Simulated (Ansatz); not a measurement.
# Yb under changes of volume

One of the cells (39.836 Å³/atom); the others are scaled copies at fixed shape and fractional positions:

```
CELL_PARAMETERS angstrom
-2.15148 2.15148 2.15148
2.15148 -2.15148 2.15148
2.15148 2.15148 -2.15148
ATOMIC_POSITIONS crystal
Yb 0.00000 0.00000 0.00000
```

This isn't the form of Yb at room conditions, which is fcc.

```yaml
Program: Ansatz 0.2.0
Functional: PBEsol
Potentials_or_basis: Ansatz PAW
Cutoff: "420 eV (not typed: the program's choice for these potentials)"
k_mesh: 9 × 9 × 9
Occupations: fermi-dirac, width 0.05 eV
Spin: collinear spin, ferromagnetic start
Starting_moments: "[1.0] μB"
```

```tsv
volume (Å³/atom)	energy over the lowest point (meV/atom)	pressure (GPa)
37.446	0.00	-2.8
38.242	14.58	-3.1
39.039	?	?
39.836	46.87	-3.4
40.633	64.36	-3.6
41.429	82.60	-3.7
42.226	101.52	-3.8
```

Task: What does the run at 39.039 Å³/atom give?

Result: Energy over the lowest point 30.24 meV/atom; pressure -3.3 GPa.

Worked out: A Birch-Murnaghan fit of order 3 (a polynomial in V^(-2/3)) to the other rows has no minimum within the range. It gives 30.24 meV/atom at 39.039 Å³/atom, against the run's 30.24, and -dE/dV = -3.3 GPa, against -3.3.

Energies are extrapolated to zero smearing.

Caveats: the PAW data sets come from PBE, with cores solved anew for the run's functional, which leaves a small shift of forces and pressure; the starting moments weren't kept.
